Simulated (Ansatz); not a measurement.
NiO2: equation of state with r2SCAN

NiO2:

```xyz
3
Lattice="1.4021 0.8095 6.9743 -1.4021 0.8095 6.9743 0.0000 -1.6190 6.9743" Properties=species:S:1:pos:R:3 pbc="T T T"
Ni    0.0000    0.0000    0.0000
O     0.0000    0.0000    7.9254
O     0.0000    0.0000   12.9975
```

The cell comes from a database or a generator and needn't be the stable form of this composition.

```
Program             : Ansatz 0.2.0
Task                : equation of state
Functional          : r2SCAN
Potentials or basis : Ansatz PAW
Cutoff              : 500 eV
Density cutoff      : 2000 eV
k mesh              : 11 × 11 × 11
Occupations         : fermi-dirac, width 0.05 eV
Spin                : collinear spin, ferromagnetic start
Starting moments    : [1.0, 0.0, 0.0] μB
```

```
Equilibrium volume                        : 15.31 Å³/atom
Bulk modulus at fixed shape and positions : 140 GPa
Pressure derivative of the bulk modulus   : 4.5
```

Energy against volume, from the lowest point:
| volume (Å³/atom) | energy (meV/atom) |
| --- | --- |
| 14.882 | 5.20 |
| 15.199 | 0.00 |
| 15.516 | 0.76 |
| 15.832 | 6.81 |
| 16.149 | 17.60 |
| 16.466 | 32.62 |
| 16.782 | 51.40 |

All runs of the series together: 5.6 min on 2 threads of Intel(R) Xeon(R) Processor @ 2.70GHz (shared host).

Caveat: the magnetic or orbital state may not be the lowest; the cell was scaled at fixed shape and fractional positions, which overstates the stiffness of a crystal with free parameters, most of all of layers and chains; the PAW data sets were made with another functional, which shifts forces and pressure a little.
